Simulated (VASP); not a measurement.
The system is ZnS (Wurtzite-2H).

```
CELL_PARAMETERS angstrom
3.81100 0.00000 0.00000
-1.90550 3.30042 0.00000
0.00000 0.00000 6.23400
ATOMIC_POSITIONS crystal
Zn 0.66667 0.33333 0.50000
Zn 0.33333 0.66667 0.00000
S 0.66667 0.33333 0.88500
S 0.33333 0.66667 0.38500
```

- Program: VASP 6.6.1
- Task: relaxation of cell and atoms
- Functional: BLYP
- Dispersion: D3(BJ)
- Potentials or basis: VASP PAW PBE potentials, release 64 (Zn, S)
- Cutoff: 600 eV
- k mesh: 8 × 8 × 5
- Occupations: fermi-dirac, width 0.05 eV
- Spin: no spin polarisation

At the start: pressure 0.1 GPa; volume 19.60 Å³/atom.

Question: Where does the relaxation end?

Answer: Over 8 steps the energy falls by 6.3 meV/atom and the volume is 19.58 Å³/atom (-0.1 %); space group P6_3mc (No. 186, to 0.05 Å).

Step by step:
```tsv
step	energy change (eV)	largest force (eV/Å)	pressure (GPa)	volume (Å³)
1	0.0000	0.3510	0.14	78.41
2	-0.0174	0.1078	-0.20	78.60
3	-0.0176	0.0795	-0.21	78.61
4	-0.0220	0.0443	0.06	78.35
5	-0.0246	0.0044	0.39	78.00
6	-0.0246	0.0112	0.47	77.95
7	-0.0248	0.0050	-0.36	78.68
8	-0.0254	0.0019	0.05	78.34
```

Final structure:
```yaml
crystal:
  lattice:
    - [3.80070, 0.00000, 0.00000]
    - [-1.90035, 3.29150, 0.00000]
    - [0.00000, 0.00000, 6.26194]
  atoms:
    - { symbol: Zn, position: [0.66667, 0.33333, 0.50604] }
    - { symbol: Zn, position: [0.33333, 0.66667, 0.00604] }
    - { symbol: S, position: [0.66667, 0.33333, 0.87896] }
    - { symbol: S, position: [0.33333, 0.66667, 0.37896] }
```

Caveat: the PAW data sets were made with another functional, which shifts forces and pressure a little.
